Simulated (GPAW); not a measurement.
Crystal: NiO.

```
Ni O
1.0
     0.00000    4.18262    4.18262
     2.09131    0.00000    2.09131
     2.09131    2.09131    0.00000
Ni O
2 2
Direct
  0.00000 0.00000 0.00000
  0.50000 0.00000 0.00000
  0.25000 0.50000 0.50000
  0.75000 0.50000 0.50000
```

Base run:

- Program: GPAW 26.7.0
- Functional: PBEsol
- Potentials or basis: PAW data sets generated in the run's folder for this functional
- Cutoff: 600 eV
- Basis: pw
- k mesh: 8 × 8 × 8
- Occupations: gaussian, width 0.05 eV
- Spin: collinear spin, antiferromagnetic start
- Starting moments: [2.0, -2.0, 0.0, 0.0] μB
- Hubbard terms: Ni d U = 8 eV

Its results: band gap on the k mesh 3.18 eV; pressure -2.6 GPa; net moment 0.00 μB per cell; site moments Ni +1.79, -1.79; O -0.00 μB.

Q: The run is repeated on the same cell with these changes: functional from PBEsol to r2SCAN; potentials or basis from PAW data sets generated in the run's folder for this functional to GPAW PAW data sets (gpaw-data 1.2.1). What comes out?

A: Band gap on the k mesh 3.94 eV; pressure 4.0 GPa; net moment 0.00 μB per cell; site moments Ni +1.85, -1.85; O -0.00 μB.

Caveats: the cutoff is short for stress and forces, so pressures can be off by a GPa or more; the stock nickel data set gives pressures a few GPa off other programs; the PAW data sets were made with another functional, which shifts forces and pressure a little (some runs).

A k mesh can miss the band edges.
